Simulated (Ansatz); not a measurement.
BaTiO3, one cell by several methods

```
Ba Ti O
1.0
     4.00730    0.00000    0.00000
     0.00000    4.00730    0.00000
     0.00000    0.00000    4.04737
Ba Ti O
1 1 3
Direct
  0.50000 0.50000 0.50000
  0.00000 0.00000 0.00000
  0.50000 0.00000 0.00000
  0.00000 0.50000 0.00000
  0.00000 0.00000 0.50000
```

Atoms are numbered in the order listed.

The cell is COD entry 1507757, as deposited and not checked against the literature; nothing was relaxed. The listed cell was then made from it by scaling, straining or moving an atom.

Spin–orbit coupling is left out, though it moves levels of the heavy atoms by tenths of an eV or more.

Levels of theory: DFT, PBE, PAW with Ansatz's default frozen-core files, scalar-relativistic (Ansatz 0.2.0); DFT, PBE, all-electron PAW with datasets made for the crystal, scalar-relativistic (Ansatz 0.2.0); DFT, PBE, all-electron LAPW, scalar-relativistic (Ansatz 0.2.0).

For PAW: a Γ-centred 8×8×8 k mesh, Fermi–Dirac smearing of 0.05 eV, cutoff 420 eV, no spin polarisation. The crystal-made all-electron datasets (AE datasets) take a cutoff of 540 eV at this cell. LAPW targets a basis error of 1 meV/atom. The Ansatz runs share mesh, smearing and spin set-up. Plane-wave (PAW) pressures include the program's estimate of the Pulay term.

Stress and pressure are positive in compression.

Spin–orbit coupling is left out, which moves gradients at and beside heavy atoms by some per cent and at worst by a factor of two.

```json
{"quantity": "pressure (GPa)", "PAW": "-0.14", "AE datasets": "-0.13", "LAPW": "-0.13"}
{"quantity": "stress xx (GPa)", "PAW": "0.44", "AE datasets": "0.46", "LAPW": "0.46"}
{"quantity": "stress zz (GPa)", "PAW": "-1.31", "AE datasets": "-1.29", "LAPW": "-1.29"}
{"quantity": "band gap (eV)", "PAW": "1.761", "AE datasets": "1.755", "LAPW": "1.755"}
{"quantity": "field gradient Vzz at Ba1 (10²¹ V/m²)", "PAW": "0.16", "AE datasets": "0.16", "LAPW": "–"}
{"quantity": "field gradient Vzz at Ti2 (10²¹ V/m²)", "PAW": "0.88", "AE datasets": "0.86", "LAPW": "–"}
{"quantity": "field gradient Vzz at O3 (10²¹ V/m²)", "PAW": "2.54", "AE datasets": "2.45", "LAPW": "–"}
{"quantity": "field gradient Vzz at O5 (10²¹ V/m²)", "PAW": "2.98", "AE datasets": "2.89", "LAPW": "–"}
```

PAW's pressure differs from the LAPW value by -0.02 GPa. Datasets made for the crystal and LAPW share parts of one code, so their agreement isn't an independent check.
